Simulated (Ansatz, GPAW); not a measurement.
**TaN: programs and potentials compared**

```
Ta N
1.0
     0.00000    2.21132    2.21132
     2.21132    0.00000    2.21132
     2.21132    2.21132    0.00000
Ta N
1 1
Direct
  0.50000 0.50000 0.50000
  0.00000 0.00000 0.00000
```

The cell comes from a database or a generator and needn't be the stable form of this composition.

Alike in all runs: task single point; functional PBE; k mesh 10 × 10 × 10; occupations gaussian, width 0.016 eV; no spin polarisation; no spin-orbit coupling. A missing gap at this level doesn't show that the real crystal is a metal. Pressure is positive in compression and, in plane waves, holds the error of the finite cutoff, which Ansatz's Pulay term estimates and takes out.

```
                        program and potentials  plane-wave cutoff (eV)                             notes  band gap (eV)  pressure (GPa)
                            Ansatz, Ansatz PAW                     420  Pulay term of +0.49 GPa included         no gap           -1.37
    GPAW, GPAW PAW data sets (gpaw-data 1.2.1)                     800                                 -         no gap           -1.58
Ansatz, all-electron LAPW, scalar-relativistic                       -                                 -         no gap           -1.21
```

None finds a gap. The pressure spans -1.58 (GPAW, GPAW PAW data sets (gpaw-data 1.2.1)) to -1.21 GPa (Ansatz, all-electron LAPW, scalar-relativistic), with all-electron results at -1.21.

Differences between rows come from potentials, basis sets and numerical settings, since the functional is the same but for its coding. Runs on potential files found faulty are left out.

All three calculations describe rocksalt TaN as a metal under slight tension, so the PBE equilibrium lattice should be a little smaller than the one used. The metallic character follows from electron count: in the ionic limit, nitrogen fills its 2p shell and leaves tantalum, a group 5 element, as Ta(III) with two 5d electrons. These partly fill the broad t2g-derived bands, in keeping with the known metallic conductivity of the cubic nitride.

Strong Ta 5d–N 2p covalency, together with the metallic bonding, makes the lattice very stiff, so even a small change in volume produces an appreciable pressure. The spread between programs therefore probably corresponds to only a minute difference in lattice constant. Both PAW results lie on the more tensile side of the all-electron value, with Ansatz PAW the closer, but agreement at one volume doesn't establish equal accuracy for the compressibility. The pressures give the direction of the lattice relaxation, while its size would require the bulk modulus or further volumes.
